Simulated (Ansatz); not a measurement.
GaAs under changes of volume

One of the cells (22.590 Å³/atom); the others are scaled copies at fixed shape and fractional positions:

```
CELL_PARAMETERS angstrom
0.00000 2.82685 2.82685
2.82685 0.00000 2.82685
2.82685 2.82685 0.00000
ATOMIC_POSITIONS crystal
As 0.75000 0.75000 0.75000
Ga 0.00000 0.00000 0.00000
```

```yaml
Program: Ansatz 0.2.0
Functional: PBE
Dispersion: D3(BJ)
Potentials_or_basis: Ansatz PAW
Cutoff: "420 eV (not typed: the program's choice for these potentials)"
k_mesh: 8 × 8 × 8
Occupations: fermi-dirac, width 0.05 eV
Spin: no spin polarisation
```

```csv
volume (Å³/atom),energy over the lowest point (meV/atom),pressure (GPa),gap on the mesh (eV)
21.234,27.34,5.9,0.99
21.686,?,?,?
22.138,4.61,2.3,0.67
22.590,0.28,0.8,0.52
23.041,0.00,-0.6,0.37
23.493,3.34,-1.8,0.23
23.945,9.86,-2.8,0.09
```

Question: What does the run at 21.686 Å³/atom give?

Answer: Energy over the lowest point 13.45 meV/atom; pressure 4.0 GPa; gap on the mesh 0.83 eV.

Worked out: A Birch-Murnaghan fit of order 3 (a polynomial in V^(-2/3)) to the other rows has its minimum at 22.85 Å³/atom with B0 = V·E''(V) = 68 GPa and B' = 4.7. It gives 13.44 meV/atom at 21.686 Å³/atom, against the run's 13.45, and -dE/dV = 4.0 GPa, against 4.0.

Energies are extrapolated to zero smearing.

A mesh can miss the band edges. Spin-orbit coupling on As, Ga is left out.
